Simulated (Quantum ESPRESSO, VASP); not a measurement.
Given: the input of a run of Quantum ESPRESSO 7.5 on C. 

File pw.in:

```
&CONTROL
  calculation = 'scf'
  prefix = 'pwscf'
  outdir = './tmp'
  pseudo_dir = './pseudo'
  tprnfor = .true.
  tstress = .true.
  disk_io = 'nowf'
/
&SYSTEM
  ibrav = 0
  nat = 1
  ntyp = 1
  ecutwfc = 55
  ecutrho = 440
  nbnd = 7
  occupations = 'smearing'
  smearing = 'fd'
  degauss = 0.00367493
/
&ELECTRONS
  conv_thr = 2d-10
  electron_maxstep = 120
  mixing_beta = 0.5
/
ATOMIC_SPECIES
C     12.0110 C.pbe-n-kjpaw_psl.1.0.0.UPF
CELL_PARAMETERS angstrom
   4.2551700000    0.0000000000    0.0000000000
   0.0000000000    4.2551700000    0.0000000000
   0.0000000000    0.0000000000    1.2822900000
ATOMIC_POSITIONS crystal
C      0.5000000000    0.5000000000    0.5000000000
K_POINTS automatic
6 6 20 0 0 0
```

Potentials or basis: SSSP 1.3 efficiency PBE.

Run with:

```bash
$ OMP_NUM_THREADS=1 pw.x -in pw.in > pw.out
```

Q: Translate it to VASP 6.6.1. Potentials or basis there: PBE PAW files C, 520 eV.

A: As run (cutoffs and basis follow the program's own potentials, and thresholds, step limits or extra output files can differ):

The input INCAR:

```
SYSTEM = C
ALGO = Normal ; EDIFF = 1E-7
ENCUT = 520 ; GGA = PE
ISIF = 2 ; ISMEAR = -1
LASPH = .TRUE. ; LCHARG = .FALSE.
LREAL = .FALSE. ; LWAVE = .FALSE.
NBANDS = 8 ; NELM = 60
PREC = Accurate ; SIGMA = 0.05
```

File KPOINTS:

```
k-points
0
G
  6 6 20
  0 0 0
```

POSCAR

```
C
1.0
    4.2551700000      0.0000000000      0.0000000000
    0.0000000000      4.2551700000      0.0000000000
    0.0000000000      0.0000000000      1.2822900000
C
1
Direct
    0.5000000000      0.5000000000      0.5000000000
```

Potentials or basis: VASP PAW PBE potentials, release 64 (C).

Run with:

```bash
$ cat potpaw_PBE.64/C/POTCAR > POTCAR
$ mpirun -np 1 vasp_std > vasp.out
```

Both were run:

|  | Quantum ESPRESSO | VASP |
| --- | --- | --- |
| Pressure | 0.1 GPa | 0.1 GPa |

Pressure is positive in compression.
